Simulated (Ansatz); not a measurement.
# HfN (Fm-3m): check of PAW against all-electron LAPW, by script

How well does PAW follow the all-electron answer for HfN (Fm-3m)? The task is a check of PAW against all-electron LAPW, for HfN (Fm-3m).

Program: Ansatz 0.2.0 through its Python package. The levels of theory stand in the script. These are calculated values, not measurements.

## Step 1: The structure

Symmetry: Fm-3m, No. 225, cubic system. The conventional cell has a = 4.512 Å, b = 4.512 Å, c = 4.512 Å, α = 90.00°, β = 90.00°, γ = 90.00°. Hf (site symmetry m-3m) is surrounded by 6 N at 2.26 Å. N (site symmetry m-3m) has 6 Hf at 2.26 Å as nearest neighbours.

No structure file is read: the coordinates are typed or built in the script.

## Step 2: The code

The input, hfn.py:

```python
"""Checking the PAW result for HfN with LAPW."""

import ansatz as az
import numpy as np


def count_gap(report):
    # lowest empty less highest filled band, counting bands; zero where they overlap
    return max(report.get("gap_by_band_count_ev") or 0.0, 0.0)


def main() -> None:
    lattice = az.Lattice.of(
        (0.0, 2.256, 2.256),
        (2.256, 0.0, 2.256),
        (2.256, 2.256, 0.0),
    )
    sites = [
        ("Hf", (0.0, 0.0, 0.0)),
        ("N", (0.5, 0.5, 0.5)),
    ]
    crystal = az.Crystal(lattice=lattice)
    for symbol, position in sites:
        crystal = crystal.atom(symbol, position)

    calculation = crystal.calculation()
    calculation = calculation.mixing("msr1", beta=0.3).functional("PBE")
    calculation = calculation.occupations(az.OccupationsMethod.METHFESSEL_PAXTON, width=0.3)
    calculation = calculation.scf(extra_bands=12).kpoints(7, center="gamma")
    calculation = calculation.stress().forces()
    calculation = calculation.band_table()
    variants = {
        "PAW": calculation.pseudopotentials("paw"),
        "LAPW": calculation.pseudopotentials("all_electron", lapw=True),
    }
    # totals differ by the cores that each treatment holds, so compare what does not depend on them
    rows = []
    for label, variant in variants.items():
        r = variant.run().report
        levels = np.array(r["eigenvalues_ev"][0]) - r["fermi_energy_ev"]
        print(label, "levels at the first k-point near E_F:", np.round(levels[np.abs(levels) < 5], 3))
        rows.append((label, r["n_electrons"], np.trace(r["stress_gpa"]) / 3, count_gap(r)))
    lines = [",".join(["treatment", "electrons in bands", "P GPa", "gap by band count eV"])] + [",".join(f"{v:.4f}" if isinstance(v, float) else str(v) for v in row) for row in rows]
    print("\n".join(lines))
    with open("paw_lapw.csv", "w") as handle:
        handle.write("\n".join(lines) + "\n")


if __name__ == "__main__":
    main()
```

## Step 3: The calls as engine input

The engine receives this input (first run):

```yaml
crystal:
  lattice:
    - [0.0, 2.256, 2.256]
    - [2.256, 0.0, 2.256]
    - [2.256, 2.256, 0.0]
  atoms:
    - { symbol: Hf, position: [0.0, 0.0, 0.0] }
    - { symbol: "N", position: [0.5, 0.5, 0.5] }
kpoints:
  mp_grid:
    grid: [7, 7, 7]
    shift: [0.0, 0.0, 0.0]
hamiltonian:
  xc: pbe
  pseudopotentials:
    kind: paw
scf:
  n_extra_bands: 12
  mixing:
    algorithm: msr1
    beta: 0.3
  occupations:
    method: methfessel_paxton
    width: 0.3
output:
  forces: true
  stress: true
  eigenvalues: true
```

## Step 4: Launch

Command:

```
$ python hfn.py
```

The log of the run:

```text
DeckWarning: basis.ecutwfc = 420 eV, auto-derived from the records' recommended cutoffs: set by Hf (normal level)
PAW levels at the first k-point near E_F: [-3.174 -3.174 -3.174 -0.584 -0.584 -0.584  1.576  1.748  1.748]
LAPW levels at the first k-point near E_F: [-3.169 -3.169 -3.169 -0.587 -0.587 -0.587  1.578  1.743  1.743]
treatment,electrons in bands,P GPa,gap by band count eV
PAW,31.0000,6.7806,0.0000
LAPW,51.0000,6.8511,0.0000
```

(Warnings from the package without file and line.)

It took 8.7 s on 1 thread of Arm Neoverse V2, shared host; peak memory 0.46 GiB.

## Step 5: What changed from run to run

The engine's inputs for the other runs:

Run 2, against run 1:

```diff
@@ -16 +16,2 @@
-    kind: paw
+    kind: all_electron
+    lapw: {}
```

Lines on the test bed's own set-up are left out of the output.

A comment line of the script is reworded here; the code is as run.

## Step 6: The runs side by side

One row for each of the 2 runs:

```csv
run,potentials,energy (eV/atom),pressure (GPa),SCF cycles,CPU time (s)
1,paw,-8054.3292,6.78,5,0.7
2,all_electron,-205871.8354,6.85,8,7.3
```

Energies are free energies F = E - TS of the smeared occupations. Totals hang on method, basis and potentials, so only like runs compare.

## Step 7: Outcome

```
              quantity     value
         runs compared         2
difference in pressure  0.07 GPa
```

In words: PAW gives 6.781 GPa and LAPW 6.851 GPa, 0.07 GPa apart. They took 0.7 and 7.3 s of processor time. Notes:
- No spin polarisation was allowed.
- For a metal this k-point mesh is coarse: on a finer one energies can move by several to tens of meV an atom and pressures by half a GPa or more, differences at one mesh by less.
- At these settings the cell as given stands under about 7 GPa, so it isn't at this functional's equilibrium volume.
- Pressure is positive in compression; the treatments may keep other shells as core, so totals and counts of electrons can differ. Spin-orbit coupling is left out, though heavy elements are present.
